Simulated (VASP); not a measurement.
# CdSe (Fm-3m) in VASP: further runs

The runs below take CdSe through relaxation of cell and atoms, with PBEsol, LDA, PBE, PBE+D3(BJ).

Everything below comes from runs of VASP 6.6.1. Logs are shortened: lines on timing, memory, paths and dates and some standing lists are left out, and cuts for length are marked.

**1. Starting point**

It takes space group Fm-3m (No. 225, cubic). The conventional cell has a = 5.748 Å, b = 5.748 Å, c = 5.748 Å, α = 90.00°, β = 90.00°, γ = 90.00°. Cd (site symmetry m-3m) is surrounded by 6 Se at 2.87 Å. Se (site symmetry m-3m) has 6 Cd at 2.87 Å as nearest neighbours.

Measurements of this composition are mostly on another form, of space group No. 186.

**2. Relaxation of cell and atoms, PBEsol**

Input file INCAR:

```
SYSTEM = CdSe
  PREC = Accurate
  ENCUT = 600
  EDIFF = 1E-7
  ISMEAR = 0
  SIGMA = 0.1
  LREAL = .FALSE.
  LASPH = .TRUE.
  NELM = 80
  ALGO = Normal
  ISIF = 3
  LWAVE = .FALSE.
  LCHARG = .FALSE.
  GGA = PS
  IBRION = 2
  NSW = 90
  EDIFFG = -0.005
```

Input file KPOINTS:

```
Automatic mesh
0
G
  12 12 12
  0 0 0
```

Input file POSCAR:

```
CdSe
1.0
    0.0000000000      2.8739580000      2.8739580000
    2.8739580000      0.0000000000      2.8739580000
    2.8739580000      2.8739580000      0.0000000000
Cd Se
1 1
Direct
    0.0000000000      0.0000000000      0.0000000000
    0.5000000000      0.5000000000      0.5000000000
```

Potentials or basis: VASP PAW PBE potentials, release 64 (Cd, Se).

On the command line:

```
cat potpaw_PBE.64/Cd/POTCAR potpaw_PBE.64/Se/POTCAR > POTCAR
mpirun -np 1 vasp_std > vasp.out
```

OUTCAR:

```text
SYSTEM = CdSe
   PREC = Accurate
   ENCUT = 600
   EDIFF = 1E-7
   ISMEAR = 0
   LREAL = .FALSE.
   LASPH = .TRUE.
   NELM = 80
   ISIF = 3
   GGA = PS
   IBRION = 2
   NSW = 90
   EDIFFG = -0.005

 ion  position               nearest neighbor table
   1  0.000  0.000  0.000-   2 2.87   2 2.87   2 2.87   2 2.87   2 2.87   2 2.87
   2  0.500  0.500  0.500-   1 2.87   1 2.87   1 2.87   1 2.87   1 2.87   1 2.87

  LATTYP: Found a face centered cubic cell.
 ALAT       =     5.7479160000

  Lattice vectors:

 A1 = (   0.0000000000,   2.8739580000,   2.8739580000)
 A2 = (   2.8739580000,   0.0000000000,   2.8739580000)
 A3 = (   2.8739580000,   2.8739580000,   0.0000000000)

Analysis of symmetry for initial positions (statically):
=====================================================================
 Subroutine PRICEL returns:
 Original cell was already a primitive cell.

 Routine SETGRP: Setting up the symmetry group for a
 face centered cubic supercell.

 Subroutine GETGRP returns: Found 48 space group operations
 (whereof 48 operations were pure point group operations)
 out of a pool of 48 trial point group operations.

The static configuration has the point symmetry O_h .

Analysis of symmetry for dynamics (positions and initial velocities):
=====================================================================
 Subroutine PRICEL returns:
 Original cell was already a primitive cell.

 Routine SETGRP: Setting up the symmetry group for a
 face centered cubic supercell.

 Subroutine GETGRP returns: Found 48 space group operations
 (whereof 48 operations were pure point group operations)
 out of a pool of 48 trial point group operations.

The dynamic configuration has the point symmetry O_h .

 Subroutine INISYM returns: Found 48 space group operations
 (whereof 48 operations are pure point group operations),
 and found     1 'primitive' translations

----------------------------------------------------------------------------------------

                                     Primitive cell

  volume of cell :      47.4757

  direct lattice vectors                    reciprocal lattice vectors
     0.000000000  2.873958000  2.873958000    -0.173976098  0.173976098  0.173976098
     2.873958000  0.000000000  2.873958000     0.173976098 -0.173976098  0.173976098
     2.873958000  2.873958000  0.000000000     0.173976098  0.173976098 -0.173976098

  length of vectors
     4.064390381  4.064390381  4.064390381     0.301335442  0.301335442  0.301335442

  position of ions in fractional coordinates (direct lattice)
     0.000000000  0.000000000  0.000000000
[... 103 lines left out ...]
   GGA     = PS    functional components
   LHFCALC =     F    Hartree Fock is set to
   AEXX    =    0.0000 exact exchange contribution
   IVDW    =     0    specifies the selected vdW correction
   LEPSILON=     F    determine dielectric tensor
   LRPA    =     F    only Hartree local field effects (RPA)
 conjugate gradient relaxation of ions
 non-spin polarized calculation
 Gauss-broadening in eV      SIGMA  =   0.10
  energy-cutoff  :      600.00
  volume of cell :       47.48
 maximum number of plane-waves:      1604
   NGX = 17   NGY = 17   NGZ = 17

--------------------------------------- Ionic step        1  -------------------------------------------

 number of electron      17.9999995 magnetization

 Free energy of the ion-electron system (eV)
  ---------------------------------------------------
  ext. energy  EPLUGINS =         0.00000000
  ---------------------------------------------------
  free energy    TOTEN  =        -5.96162833 eV

  energy without entropy =       -5.95808350  energy(sigma->0) =       -5.95985592

------------------------ aborting loop because EDIFF is reached ----------------------------------------

  FORCE on cell =-STRESS in cart. coord.  units (eV):
  Direction    XX          YY          ZZ          XY          YZ          ZX
  --------------------------------------------------------------------------------------
  -------------------------------------------------------------------------------------
  Total       -1.0620877     -1.0620877     -1.0620877     -0.0000000     -0.0000000      0.0000000
  in kB      -35.8426189    -35.8426189    -35.8426189     -0.0000000     -0.0000000      0.0000000
  external PRESSURE =     -35.8426189 kB  Pullay stress =       0.0000000 kB
[... 59 lines left out ...]
--------------------------------------- Ionic step        3  -------------------------------------------

 number of electron      18.0000003 magnetization

 Free energy of the ion-electron system (eV)
  ---------------------------------------------------
  ext. energy  EPLUGINS =         0.00000000
  ---------------------------------------------------
  free energy    TOTEN  =        -5.99345014 eV

  energy without entropy =       -5.99004394  energy(sigma->0) =       -5.99174704

 E-fermi :   2.6661     XC(G=0): -10.4685

 val. band max:        2.6470050696   @ k =  -0.2500   0.1667   0.0000
 cond. band min:       2.8566131099   @ k =   0.0000   0.0000   0.0000
 fundamental gap:      0.2096080403
 Fermi energy:         2.6661118191

 k-point     1 :       0.0000    0.0000    0.0000
  band No.  band energies     occupation
      1     -10.6356      2.00000
      2      -5.3329      2.00000
      3      -5.3329      2.00000
      4      -5.3127      2.00000
      5      -5.3127      2.00000
      6      -5.3127      2.00000
      7       1.9450      2.00000
      8       1.9450      2.00000
      9       1.9450      2.00000
     10       2.8566      0.00706
     11      11.2814      0.00000
     12      11.2814      0.00000
     13      11.2814      0.00000
[... 354 lines left out ...]
  band No.  band energies     occupation
      1      -9.5966      2.00000
      2      -5.5542      2.00000
      3      -5.4881      2.00000
      4      -5.3967      2.00000
      5      -5.1482      2.00000
      6      -5.1164      2.00000
      7      -2.3431      2.00000
      8       0.9888      2.00000
      9       2.2049      2.00000
     10       5.9145      0.00000
     11       7.3576      0.00000
     12       8.6435      0.00000
     13      10.5342      0.00000

 [... further k-points ...]

------------------------ aborting loop because EDIFF is reached ----------------------------------------

  FORCE on cell =-STRESS in cart. coord.  units (eV):
  Direction    XX          YY          ZZ          XY          YZ          ZX
  --------------------------------------------------------------------------------------
  -------------------------------------------------------------------------------------
  Total        0.0011714      0.0011714      0.0011714      0.0000000      0.0000000      0.0000000
  in kB        0.0418983      0.0418983      0.0418983      0.0000000      0.0000000      0.0000000
  external PRESSURE =       0.0418983 kB  Pullay stress =       0.0000000 kB
[... 17 lines left out ...]
  FREE ENERGIE OF THE ION-ELECTRON SYSTEM (eV)
  ---------------------------------------------------
  free  energy   TOTEN  =        -5.9934501400 eV

  energy  without entropy=       -5.9900439407  energy(sigma->0) =       -5.99174704

 reached required accuracy - stopping structural energy minimisation
```

Run time: 54 s. Hardware: 1 thread of AMD EPYC 9R45 (Zen 5), shared host; peak memory 0.2 GiB.

What came out:

| Quantity | Value |
| --- | --- |
| Free energy | -5.9935 eV |
| Relaxed volume | 22.40 Å³/atom |
| Relaxed cell | a = 3.986 Å, b = 3.986 Å, c = 3.986 Å, α = 60.00°, β = 60.00°, γ = 60.00° |
| Space group after relaxing (to 0.05 Å) | Fm-3m (No. 225) |
| Energy gained by relaxing | 15.9 meV/atom |
| Ionic steps | 3 |
| Pressure after relaxing | 0.0 GPa |
| Band gap on the k mesh | none (metal or under the smearing width) |

Step by step:
| step | energy change (eV) | largest force (eV/Å) | pressure (GPa) | volume (Å³) |
| --- | --- | --- | --- | --- |
| 1 | 0.0000 | 0.0000 | -3.58 | 47.48 |
| 2 | -0.0279 | 0.0000 | 1.49 | 43.92 |
| 3 | -0.0318 | 0.0000 | 0.00 | 44.79 |

Final structure:
```cif
data_structure
_symmetry_space_group_name_H-M 'P 1'
_symmetry_Int_Tables_number 1
_cell_length_a 3.9863
_cell_length_b 3.9863
_cell_length_c 3.9863
_cell_angle_alpha 60.000
_cell_angle_beta 60.000
_cell_angle_gamma 60.000
_cell_volume 44.79
loop_
_atom_site_label
_atom_site_type_symbol
_atom_site_fract_x
_atom_site_fract_y
_atom_site_fract_z
_atom_site_occupancy
Cd1 Cd 0.00000 0.00000 0.00000 1
Se1 Se 0.50000 0.50000 0.50000 1
```

Caveat: the PAW data sets were made with another functional, which shifts forces and pressure a little.

**3. Relaxation of cell and atoms, LDA**

Edit INCAR of step 2 so:

```diff
@@ -13,3 +13,2 @@
   LCHARG = .FALSE.
-  GGA = PS
   IBRION = 2
```

KPOINTS is that of step 2.

POSCAR is that of step 2.

Potentials or basis: VASP PAW LDA potentials, release 64 (Cd, Se).

On the command line:

```
cat potpaw_LDA.64/Cd/POTCAR potpaw_LDA.64/Se/POTCAR > POTCAR
mpirun -np 1 vasp_std > vasp.out
```

It took 47 s on 1 thread of AMD EPYC 9R45 (Zen 5), shared host; peak memory 0.18 GiB.

Results (log left out):

```
Free energy                            : -6.6051 eV
Relaxed volume                         : 21.69 Å³/atom
Relaxed cell                           : a = 3.944 Å, b = 3.944 Å, c = 3.944 Å, α = 60.00°, β = 60.00°, γ = 60.00°
Space group after relaxing (to 0.05 Å) : Fm-3m (No. 225)
Energy gained by relaxing              : 39.6 meV/atom
Ionic steps                            : 3
Pressure after relaxing                : 0.0 GPa
Band gap on the k mesh                 : none (metal or under the smearing width)
```

Step by step:
```tsv
step	energy change (eV)	largest force (eV/Å)	pressure (GPa)	volume (Å³)
1	0.0000	0.0000	-5.69	47.48
2	-0.0661	0.0000	2.97	41.92
3	-0.0793	0.0000	0.00	43.39
```

Final structure:
```cif
data_structure
_symmetry_space_group_name_H-M 'P 1'
_symmetry_Int_Tables_number 1
_cell_length_a 3.9443
_cell_length_b 3.9443
_cell_length_c 3.9443
_cell_angle_alpha 60.000
_cell_angle_beta 60.000
_cell_angle_gamma 60.000
_cell_volume 43.39
loop_
_atom_site_label
_atom_site_type_symbol
_atom_site_fract_x
_atom_site_fract_y
_atom_site_fract_z
_atom_site_occupancy
Cd1 Cd 0.00000 0.00000 0.00000 1
Se1 Se 0.50000 0.50000 0.50000 1
```

Levels at points of the mesh, in eV from the Fermi level:
| k point | band 7 | band 8 | band 9 | band 10 | band 11 | band 12 |
| --- | --- | --- | --- | --- | --- | --- |
| (0.00, 0.00, 0.00) | -0.78 | -0.78 | -0.78 | 0.23 | 8.70 | 8.70 |
| (0.50, 0.00, 0.00) | -5.46 | -0.03 | -0.03 | 2.82 | 5.11 | 5.11 |
| (0.50, 0.50, 0.00) | -4.72 | -2.43 | -2.43 | -0.67 | 5.29 | 10.18 |

**4. Relaxation of cell and atoms, PBE**

Edit INCAR of step 3 so:

```diff
@@ -13,2 +13,3 @@
   LCHARG = .FALSE.
+  GGA = PE
   IBRION = 2
```

KPOINTS is that of step 3.

POSCAR is that of step 3.

Potentials or basis: VASP PAW PBE potentials, release 64 (Cd, Se).

On the command line:

```
cat potpaw_PBE.64/Cd/POTCAR potpaw_PBE.64/Se/POTCAR > POTCAR
mpirun -np 1 vasp_std > vasp.out
```

Run time: 35 s. Hardware: 1 thread of AMD EPYC 9R45 (Zen 5), shared host; peak memory 0.19 GiB.

The run converged. Its results:

| Property | Result |
| --- | --- |
| Free energy | -5.2044 eV |
| Relaxed volume | 23.71 Å³/atom |
| Relaxed cell | a = 4.063 Å, b = 4.063 Å, c = 4.063 Å, α = 60.00°, β = 60.00°, γ = 60.00° |
| Space group after relaxing (to 0.05 Å) | Fm-3m (No. 225) |
| Energy gained by relaxing | 0.0 meV/atom |
| Ionic steps | 2 |
| Pressure after relaxing | 0.0 GPa |
| Band gap on the k mesh | none (metal or under the smearing width) |

Final structure:
```xyz
2
Lattice="0.0000 2.8727 2.8727 2.8727 0.0000 2.8727 2.8727 2.8727 0.0000" Properties=species:S:1:pos:R:3 pbc="T T T"
Cd    0.0000    2.8727    2.8727
Se    2.8727    2.8727    2.8727
```

Levels at points of the mesh, in eV from the Fermi level:
```csv
k point,band 7,band 8,band 9,band 10,band 11,band 12
"(0.00, 0.00, 0.00)",-0.63,-0.63,-0.63,0.06,8.62,8.62
"(0.50, 0.00, 0.00)",-4.96,-0.08,-0.08,3.00,5.25,5.25
"(0.50, 0.50, 0.00)",-4.10,-2.07,-2.07,-0.47,5.45,9.69
```

**5. Relaxation of cell and atoms, PBE+D3(BJ)**

Edit INCAR of step 4 so:

```diff
@@ -14,2 +14,3 @@
   GGA = PE
+  IVDW = 12
   IBRION = 2
```

KPOINTS is that of step 4.

POSCAR is that of step 4.

On the command line:

```
cat potpaw_PBE.64/Cd/POTCAR potpaw_PBE.64/Se/POTCAR > POTCAR
mpirun -np 1 vasp_std > vasp.out
```

Wall time 54 s (1 thread of AMD EPYC 9R45 (Zen 5), shared host); peak memory 0.21 GiB.

It converged, with:

```yaml
Free_energy: -5.9987 eV
Relaxed_volume: 22.70 Å³/atom
Relaxed_cell: a = 4.004 Å, b = 4.004 Å, c = 4.004 Å, α = 60.00°, β = 60.00°, γ = 60.00°
Space_group_after_relaxing_to_0.05_Å: Fm-3m (No. 225)
Energy_gained_by_relaxing: 9.4 meV/atom
Ionic_steps: 3
Pressure_after_relaxing: 0.0 GPa
Band_gap_on_the_k_mesh: none (metal or under the smearing width)
Dispersion_energy_per_atom: -0.406 eV
```

The path:
```
step  energy change (eV)  largest force (eV/Å)  pressure (GPa)  volume (Å³)
   1              0.0000                0.0000           -2.75        47.48
   2             -0.0166                0.0000            1.05        44.73
   3             -0.0187                0.0000            0.00        45.39
```

Final structure:
```
Cd Se
1.0
     0.00000    2.83126    2.83126
     2.83126    0.00000    2.83126
     2.83126    2.83126    0.00000
Cd Se
1 1
Direct
  0.00000 0.00000 0.00000
  0.50000 0.50000 0.50000
```

Levels at points of the mesh, in eV from the Fermi level:
```csv
k point,band 7,band 8,band 9,band 10,band 11,band 12
"(0.00, 0.00, 0.00)",-0.71,-0.71,-0.71,0.23,8.65,8.65
"(0.50, 0.00, 0.00)",-5.18,-0.07,-0.07,2.98,5.23,5.23
"(0.50, 0.50, 0.00)",-4.39,-2.24,-2.24,-0.48,5.38,10.01
```

Caveat: pairwise dispersion overbinds metals, which lowers pressure and volume.

[end of part 1 of 2]
